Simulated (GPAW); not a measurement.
# Zn K ELNES/XANES of ZnO (zincite, P6_3mc) from DFT, part 3 of 4

Aim: the dependence of the Zn K near-edge features of ZnO (zincite, P6_3mc) on volume.

GPAW 26.7.0; X-ray absorption from dipole matrix elements to empty bands, plane-wave PAW revPBE.

So far. Step 4 (Spectrum with FCH, Zn atom 1): The hole costs E(hole) − E(ground) = 9685.74 eV, and the lowest empty level of the hole cell on the spectrum's mesh lies at 4.80 eV, which puts the zero at 9690.54 eV. One term is added: -30.96 eV, since the hole is spin-paired here and a spin-polarised one costs that much less in the free atom (computed apart). The photon energy is then 9659.58 eV. The tabulated edge of the element is 9659 eV.

## Step 7: Supercell without a hole, the energy reference

Level of this step: plane-wave PAW DFT, revPBE, self-consistent field (GPAW).

The cell changes for the next run, so it gets a reference energy of its own.

The cell differs from the one that the last finished run ended in (a 5.513 → 5.571 Å, b 5.513 → 5.571 Å, c 6.011 → 6.075 Å).

scf.py reads:

```python
import numpy as np
from ase import Atoms
from ase.parallel import parprint, paropen
from gpaw import GPAW, PW, FermiDirac, Mixer, MixerDif, setup_paths
from gpaw.test import gen
setup_paths.insert(0, '.')
gen('Zn', name='nch1s', xcname='revPBE', corehole=(1, 0, 0), write_xml=True)
from gpaw.mpi import world
world.barrier()

atoms = Atoms('Zn6O6',
    cell=[[0, -5.57111451, 0],
     [4.82472669, -2.78555726, 0],
     [-1.60824223, 2.78555726, 5.15312249]],
    scaled_positions=[[0.66666667, 0.33333333, 0],
     [0, 0.66666667, 0],
     [0.33333333, 0, 0],
     [0.83333333, 0.16666667, 0.5],
     [0.16666667, 0.5, 0.5],
     [0.5, 0.83333333, 0.5],
     [0.95967, 0.29300333, 0.87901],
     [0.29300333, 0.62633667, 0.87901],
     [0.62633667, 0.95967, 0.87901],
     [0.79300333, 0.45967, 0.37901],
     [0.12633667, 0.79300333, 0.37901],
     [0.45967, 0.12633667, 0.37901]],
    pbc=True)
atoms.calc = calc = GPAW(legacy_gpaw=True, mode=PW(500, force_complex_dtype=True), xc='revPBE', setups={0: 'nch1s'},
    kpts={'size': (4, 4, 4), 'gamma': True}, occupations=FermiDirac(0.02),
    charge=0, mixer=Mixer(0.1, 5, 50), maxiter=150,
    convergence={'density': 0.0001, 'eigenstates': 1e-6}, txt='scf.txt')
energy = atoms.get_potential_energy() + calc.get_reference_energy()
ef = calc.get_fermi_level()
out = dict(energy=energy, fermi=ef, forces=atoms.get_forces().tolist())
parprint(f'all-electron energy {energy:.4f} eV, Fermi level {ef:.4f} eV')
ev = np.array([[calc.get_eigenvalues(k, s) for k in range(len(calc.get_ibz_k_points()))] for s in range(calc.get_number_of_spins())])
out['homo'], out['lumo'], out['counts'] = ev[ev < ef].max(), ev[ev > ef].min(), sorted(set((ev < ef).sum((0, 2)).tolist()))
out['filled'] = (ev[:, 0] < ef).sum(1).tolist()
import json
with paropen('out.json', 'w') as f:
    json.dump(out, f)
```

Command:

```
$ OMP_NUM_THREADS=1 mpirun -n 4 gpaw python scf.py
```

Numbers of over 12 decimals in the logs are rounded to 6 here.

The log of the run:

```text
Input parameters:
  convergence: {density: 0.0001,
                eigenstates: 1e-06}
  kpts: {gamma: True,
         size: (4, 4, 4)}
  maxiter: 150
  mixer: {backend: pulay,
          beta: 0.1,
          method: separate,
          nmaxold: 5,
          weight: 50}
  mode: {ecut: 500.0,
         force_complex_dtype: True,
         name: pw}
  occupations: {fixmagmom: False,
                name: fermi-dirac,
[...]
*s    :     0.783325
4p(0) :    -0.040034     1.006928
*p    :     0.959966
3d(10):    -0.370382     0.153288
*d    :     0.629618
--------------------------------

Diagonalizing with gridspacing h=0.050

state   all-electron     PAW
-------------------------------
4s:      -0.216675    -0.216841
4p:      -0.040034    -0.040055
3d:      -0.370382    -0.371054
*f:                    0.069890
-------------------------------
all-electron energy -305496.0655 eV, Fermi level 4.8468 eV
[key lines of the parts left out:]
Converged after 15 iterations.
Dipole moment: (2.868393, -4.968204, 4.118285) |e|*Ang
Free energy:    -48.348210
Fermi level: 4.84676
```

Run time: 56 s. Hardware: 4 MPI ranks of Arm Neoverse V2, shared host; peak memory 0.31 GiB.

Reference energy: -305496.066 eV with the cores included.

## Step 8: Spectrum with FCH, Zn atom 1

Shorter bonds are expected to push antibonding states and scattering resonances up, and longer ones down; the cell is scaled to test that.

Changed against the first core-hole run: volume scale from 1 to 0.97.

xas.py reads:

```python
import numpy as np
from ase import Atoms
from ase.parallel import parprint, paropen
from gpaw import GPAW, PW, FermiDirac, Mixer, MixerDif, setup_paths
from gpaw.test import gen
setup_paths.insert(0, '.')
gen('Zn', name='fch1s', xcname='revPBE', corehole=(1, 0, 1), write_xml=True)
from gpaw.mpi import world
world.barrier()

atoms = Atoms('Zn6O6',
    cell=[[0, -5.57111451, 0],
     [4.82472669, -2.78555726, 0],
     [-1.60824223, 2.78555726, 5.15312249]],
    scaled_positions=[[0.66666667, 0.33333333, 0],
     [0, 0.66666667, 0],
     [0.33333333, 0, 0],
     [0.83333333, 0.16666667, 0.5],
     [0.16666667, 0.5, 0.5],
     [0.5, 0.83333333, 0.5],
     [0.95967, 0.29300333, 0.87901],
     [0.29300333, 0.62633667, 0.87901],
     [0.62633667, 0.95967, 0.87901],
     [0.79300333, 0.45967, 0.37901],
     [0.12633667, 0.79300333, 0.37901],
     [0.45967, 0.12633667, 0.37901]],
    pbc=True)
atoms.calc = calc = GPAW(legacy_gpaw=True, mode=PW(500, force_complex_dtype=True), xc='revPBE', setups={0: 'fch1s'},
    kpts={'size': (4, 4, 4), 'gamma': True}, occupations=FermiDirac(0.02),
    charge=0, mixer=Mixer(0.1, 5, 50), maxiter=150,
    convergence={'density': 0.0001, 'eigenstates': 1e-6}, txt='scf.txt')
energy = atoms.get_potential_energy() + calc.get_reference_energy()
ef = calc.get_fermi_level()
out = dict(energy=energy, fermi=ef, forces=atoms.get_forces().tolist())
parprint(f'all-electron energy {energy:.4f} eV, Fermi level {ef:.4f} eV')
ev = np.array([[calc.get_eigenvalues(k, s) for k in range(len(calc.get_ibz_k_points()))] for s in range(calc.get_number_of_spins())])
out['homo'], out['lumo'], out['counts'] = ev[ev < ef].max(), ev[ev > ef].min(), sorted(set((ev < ef).sum((0, 2)).tolist()))
out['filled'] = (ev[:, 0] < ef).sum(1).tolist()

from ase.units import Ha
from gpaw.xas import dipole_matrix_elements
nb = int(calc.get_number_of_electrons() / 2) + 85
top, nb = nb, nb + 8 + nb // 12
nscf = calc.fixed_density(kpts={'size': (5, 5, 5), 'gamma': True}, nbands=nb,
    convergence={'bands': top, 'eigenstates': 5e-3}, maxiter=60, txt='nscf.txt')
cell = atoms.cell.array
ops = [cell.T @ U.T @ np.linalg.inv(cell.T) for U in nscf.wfs.kd.symmetry.op_scc]
filled = [54]  # bands filled in the ground state, by spin
E = np.arange(-6, 34, 0.1)
fwhm = np.interp(E, [4, 25], [1.67, 3.5])
Y, X, zero, highest = 0, 0, 1e9, 1e9
for spin in range(nscf.get_number_of_spins()):
    wfs = nscf.wfs
    mine = wfs.bd.get_slice()  # this rank's bands
    A = dipole_matrix_elements(wfs.setups[0])
    eps = np.zeros((wfs.kd.nibzkpts, nb))
    d = np.zeros((3, A.shape[1], wfs.kd.nibzkpts, nb), complex)
    for kpt in wfs.kpt_u:
        if kpt.s == spin and 0 in kpt.P_ani:
            eps[kpt.k, mine] = kpt.eps_n * Ha
            d[:, :, kpt.k, mine] = (kpt.weight * wfs.nspins / 2) ** 0.5 * np.inner(A, kpt.P_ani[0])
    world.sum(eps)
    world.sum(d)
    T = np.einsum('amkn,bmkn->abkn', d, d.conj()).real
    T = sum(np.einsum('ai,ijkn,bj->abkn', R, T, R) for R in ops) / len(ops)
    empty = np.ones_like(eps, bool) & (np.arange(nb) >= filled[spin])
    zero, highest = min(zero, eps[empty].min()), min(highest, eps[:, top - 1].min())
    lines = [(eps, T, empty)] if spin == 0 else lines + [(eps, T, empty)]
for eps, T, empty in lines:
    f = np.einsum('aakn->akn', T).reshape(3, -1)
    x = eps.ravel() - zero
    w = np.interp(x, E, fwhm) / 2.35482
    g = np.exp(-0.5 * ((E[:, None] - x) / w) ** 2) / (w * (2 * np.pi) ** 0.5)
    Y = Y + (f * empty.ravel()) @ g.T
    X = X + (f * ~empty.ravel()) @ g.T
out.update(E=E.round(2).tolist(), xas=Y.tolist(), xes=X.tolist(), zero=zero, valid=highest - zero, nk=len(eps), nb=nb)
for i in range(0, len(E), 10):
    parprint(f'{E[i]:7.2f}', *(f'{v:10.3e}' for v in Y[:, i]))
import json
with paropen('out.json', 'w') as f:
    json.dump(out, f)
```

Command:

```
$ OMP_NUM_THREADS=1 mpirun -n 4 gpaw python xas.py
```

The log of the run:

```text
Input parameters:
  convergence: {density: 0.0001,
                eigenstates: 1e-06}
  kpts: {gamma: True,
         size: (4, 4, 4)}
  maxiter: 150
  mixer: {backend: pulay,
          beta: 0.1,
          method: separate,
          nmaxold: 5,
          weight: 50}
  mode: {ecut: 500.0,
         force_complex_dtype: True,
         name: pw}
  occupations: {fixmagmom: False,
                name: fermi-dirac,
[...]
*d    :    -0.019898
--------------------------------

Diagonalizing with gridspacing h=0.050

state   all-electron     PAW
-------------------------------
4s:      -0.587965    -0.588244
4p:      -0.332240    -0.332438
3d:      -1.019898    -1.020353
*f:                   -0.021004
-------------------------------
all-electron energy -295810.6779 eV, Fermi level 4.8917 eV
[...]
32.00  1.285e-07  1.285e-07  1.121e-07
  33.00  1.178e-07  1.178e-07  1.011e-07
[key lines of the parts left out:]
Converged after 14 iterations.
Dipole moment: (2.590094, -5.051417, 4.238459) |e|*Ang
Free energy:    -62.467835
Fermi level: 4.89173
```

It took 3.2 min on 4 MPI ranks; peak memory 0.58 GiB; 13 min of CPU time.

| E (eV) | first run | this run |
| --- | --- | --- |
| -2.0 | 0.00 | 0.00 |
| -1.0 | 0.00 | 0.00 |
| 0.0 | 0.00 | 0.00 |
| 1.0 | 0.01 | 0.01 |
| 2.0 | 0.03 | 0.03 |
| 3.0 | 0.12 | 0.12 |
| 4.0 | 0.43 | 0.43 |
| 5.0 | 0.82 | 0.82 |
| 6.0 | 1.10 | 1.08 |
| 7.0 | 1.31 | 1.24 |
| 8.0 | 1.42 | 1.35 |
| 9.0 | 1.51 | 1.46 |
| 10.0 | 1.87 | 1.80 |
| 11.0 | 2.25 | 2.22 |
| 12.0 | 2.10 | 2.17 |
| 13.0 | 1.48 | 1.57 |
| 14.0 | 1.13 | 1.18 |
| 15.0 | 0.95 | 1.03 |
| 16.0 | 0.73 | 0.81 |
| 17.0 | 0.62 | 0.64 |
| 18.0 | 0.67 | 0.64 |
| 19.0 | 0.84 | 0.79 |
| 20.0 | 1.06 | 1.01 |
| 21.0 | 1.18 | 1.16 |
| 22.0 | 1.17 | 1.19 |
| 23.0 | 1.08 | 1.12 |
| 24.0 | 0.99 | 1.04 |
| 25.0 | 0.92 | 0.96 |
| 26.0 | 0.86 | 0.90 |
| 27.0 | 0.81 | 0.84 |
| 28.0 | 0.80 | 0.82 |
| 29.0 | 0.81 | 0.82 |
| 30.0 | 0.81 | 0.83 |
| 31.0 | 0.78 | 0.81 |
| 32.0 | 0.72 | 0.76 |

Against the first run the r.m.s. difference is 4 %. The highest intensity below 24 eV stays at 11.4 eV.

The photon energy of the zero moves by +0.06 eV.

## Step 9: Reference energy of the supercell

The cell changes for the next run, so it gets a reference energy of its own.

The cell differs from the one that the last finished run ended in (a 5.571 → 5.684 Å, b 5.571 → 5.684 Å, c 6.075 → 6.197 Å).

Changes to scf.py since step 7:

```diff
@@ -11,5 +11,5 @@
 atoms = Atoms('Zn6O6',
-    cell=[[0, -5.57111451, 0],
-     [4.82472669, -2.78555726, 0],
-     [-1.60824223, 2.78555726, 5.15312249]],
+    cell=[[0, -5.68369261, 0],
+     [4.92222219, -2.84184631, 0],
+     [-1.64074073, 2.84184631, 5.25725403]],
     scaled_positions=[[0.66666667, 0.33333333, 0],
```

Command:

```
$ OMP_NUM_THREADS=1 mpirun -n 4 gpaw python scf.py
```

The log of the run:

```text
Input parameters:
  convergence: {density: 0.0001,
                eigenstates: 1e-06}
  kpts: {gamma: True,
         size: (4, 4, 4)}
  maxiter: 150
  mixer: {backend: pulay,
          beta: 0.1,
          method: separate,
          nmaxold: 5,
          weight: 50}
  mode: {ecut: 500.0,
         force_complex_dtype: True,
         name: pw}
  occupations: {fixmagmom: False,
                name: fermi-dirac,
[...]
*s    :     0.783325
4p(0) :    -0.040034     1.006928
*p    :     0.959966
3d(10):    -0.370382     0.153288
*d    :     0.629618
--------------------------------

Diagonalizing with gridspacing h=0.050

state   all-electron     PAW
-------------------------------
4s:      -0.216675    -0.216841
4p:      -0.040034    -0.040055
3d:      -0.370382    -0.371054
*f:                    0.069890
-------------------------------
all-electron energy -305496.5566 eV, Fermi level 4.1197 eV
[key lines of the parts left out:]
Converged after 16 iterations.
Dipole moment: (3.123112, -5.409388, 3.907522) |e|*Ang
Free energy:    -48.839309
Fermi level: 4.11974
```

Wall time 60 s (4 MPI ranks); peak memory 0.31 GiB.

Reference energy: -305496.557 eV with the cores included.

## Step 10: Spectrum with FCH, Zn atom 1

Shorter bonds are expected to push antibonding states and scattering resonances up, and longer ones down; the cell is scaled to test that.

Changed against the first core-hole run: volume scale from 1 to 1.03.

Changes to xas.py since step 8:

```diff
@@ -11,5 +11,5 @@
 atoms = Atoms('Zn6O6',
-    cell=[[0, -5.57111451, 0],
-     [4.82472669, -2.78555726, 0],
-     [-1.60824223, 2.78555726, 5.15312249]],
+    cell=[[0, -5.68369261, 0],
+     [4.92222219, -2.84184631, 0],
+     [-1.64074073, 2.84184631, 5.25725403]],
     scaled_positions=[[0.66666667, 0.33333333, 0],
@@ -41,3 +41,3 @@
 from gpaw.xas import dipole_matrix_elements
-nb = int(calc.get_number_of_electrons() / 2) + 85
+nb = int(calc.get_number_of_electrons() / 2) + 90
 top, nb = nb, nb + 8 + nb // 12
```

Command:

```
$ OMP_NUM_THREADS=1 mpirun -n 4 gpaw python xas.py
```

The log of the run:

```text
Input parameters:
  convergence: {density: 0.0001,
                eigenstates: 1e-06}
  kpts: {gamma: True,
         size: (4, 4, 4)}
  maxiter: 150
  mixer: {backend: pulay,
          beta: 0.1,
          method: separate,
          nmaxold: 5,
          weight: 50}
  mode: {ecut: 500.0,
         force_complex_dtype: True,
         name: pw}
  occupations: {fixmagmom: False,
                name: fermi-dirac,
[...]
*d    :    -0.019898
--------------------------------

Diagonalizing with gridspacing h=0.050

state   all-electron     PAW
-------------------------------
4s:      -0.587965    -0.588244
4p:      -0.332240    -0.332438
3d:      -1.019898    -1.020353
*f:                   -0.021004
-------------------------------
all-electron energy -295810.4774 eV, Fermi level 4.1481 eV
[...]
32.00  1.179e-07  1.179e-07  1.012e-07
  33.00  1.062e-07  1.061e-07  9.797e-08
[key lines of the parts left out:]
Converged after 14 iterations.
Dipole moment: (2.842628, -5.482574, 4.040540) |e|*Ang
Free energy:    -62.267353
Fermi level: 4.14812
```

Wall time 3.4 min (4 MPI ranks); peak memory 0.6 GiB; 14 min of CPU time.

| E (eV) | first run | this run |
| --- | --- | --- |
| -2.0 | 0.00 | 0.00 |
| -1.0 | 0.00 | 0.00 |
| 0.0 | 0.00 | 0.00 |
| 1.0 | 0.01 | 0.01 |
| 2.0 | 0.03 | 0.03 |
| 3.0 | 0.12 | 0.12 |
| 4.0 | 0.43 | 0.43 |
| 5.0 | 0.82 | 0.81 |
| 6.0 | 1.10 | 1.12 |
| 7.0 | 1.31 | 1.38 |
| 8.0 | 1.42 | 1.49 |
| 9.0 | 1.51 | 1.56 |
| 10.0 | 1.87 | 1.92 |
| 11.0 | 2.25 | 2.26 |
| 12.0 | 2.10 | 2.03 |
| 13.0 | 1.48 | 1.40 |
| 14.0 | 1.13 | 1.07 |
| 15.0 | 0.95 | 0.88 |
| 16.0 | 0.73 | 0.67 |
| 17.0 | 0.62 | 0.61 |
| 18.0 | 0.67 | 0.70 |
| 19.0 | 0.84 | 0.90 |
| 20.0 | 1.06 | 1.10 |
| 21.0 | 1.18 | 1.18 |
| 22.0 | 1.17 | 1.14 |
| 23.0 | 1.08 | 1.03 |
| 24.0 | 0.99 | 0.95 |
| 25.0 | 0.92 | 0.88 |
| 26.0 | 0.86 | 0.82 |
| 27.0 | 0.81 | 0.78 |
| 28.0 | 0.80 | 0.79 |
| 29.0 | 0.81 | 0.80 |
| 30.0 | 0.81 | 0.80 |
| 31.0 | 0.78 | 0.75 |
| 32.0 | 0.72 | 0.69 |

The scaled spectrum changes by 4 % r.m.s. The highest intensity below 24 eV goes from 11.4 eV (2.28) to 11.2 eV (2.27).

The photon energy of the zero moves by -0.05 eV.

## Step 11: Supercell without a hole, the energy reference

The cell changes for the next run, so it gets a reference energy of its own.

The cell differs from the one that the last finished run ended in (a 5.684 → 5.738 Å, b 5.684 → 5.738 Å, c 6.197 → 6.257 Å).

Changes to scf.py since step 9:

```diff
@@ -11,5 +11,5 @@
 atoms = Atoms('Zn6O6',
-    cell=[[0, -5.68369261, 0],
-     [4.92222219, -2.84184631, 0],
-     [-1.64074073, 2.84184631, 5.25725403]],
+    cell=[[0, -5.73834685, 0],
+     [4.96955415, -2.86917343, 0],
+     [-1.65651805, 2.86917343, 5.30780765]],
     scaled_positions=[[0.66666667, 0.33333333, 0],
```

Command:

```
$ OMP_NUM_THREADS=1 mpirun -n 4 gpaw python scf.py
```

The log of the run:

```text
Input parameters:
  convergence: {density: 0.0001,
                eigenstates: 1e-06}
  kpts: {gamma: True,
         size: (4, 4, 4)}
  maxiter: 150
  mixer: {backend: pulay,
          beta: 0.1,
          method: separate,
          nmaxold: 5,
          weight: 50}
  mode: {ecut: 500.0,
         force_complex_dtype: True,
         name: pw}
  occupations: {fixmagmom: False,
                name: fermi-dirac,
[...]
*s    :     0.783325
4p(0) :    -0.040034     1.006928
*p    :     0.959966
3d(10):    -0.370382     0.153288
*d    :     0.629618
--------------------------------

Diagonalizing with gridspacing h=0.050

state   all-electron     PAW
-------------------------------
4s:      -0.216675    -0.216841
4p:      -0.040034    -0.040055
3d:      -0.370382    -0.371054
*f:                    0.069890
-------------------------------
all-electron energy -305496.6318 eV, Fermi level 3.7865 eV
[key lines of the parts left out:]
Converged after 13 iterations.
Dipole moment: (3.245578, -5.621549, 3.805996) |e|*Ang
Free energy:    -48.914563
Fermi level: 3.78651
```

Wall time 57 s (4 MPI ranks); peak memory 0.31 GiB.

Reference energy: -305496.632 eV with the cores included.

(Continued in part 4 of 4.)

[Banner, clock and machine lines of the logs are left out without a mark of their own.]

[Logs are printed without paths, hosts, clocks, repeated set-up lines and the standing remarks that a program may print on its own settings, such as how far it seeks lower states.]

[Hosts, paths, dates, database ids (printed as entryN), source tags and the programs' standing remarks are cut or masked in the printed files.]

[Lists of maxima count a maximum above −3 eV only where it reaches 4 % of the highest in the window and stands out from its surroundings by 2 % of it (1.5 % where it reaches 55 %); shoulders and weaker maxima are passed over, and of the rest the first, up to two pre-edge ones and the few strongest are named.]
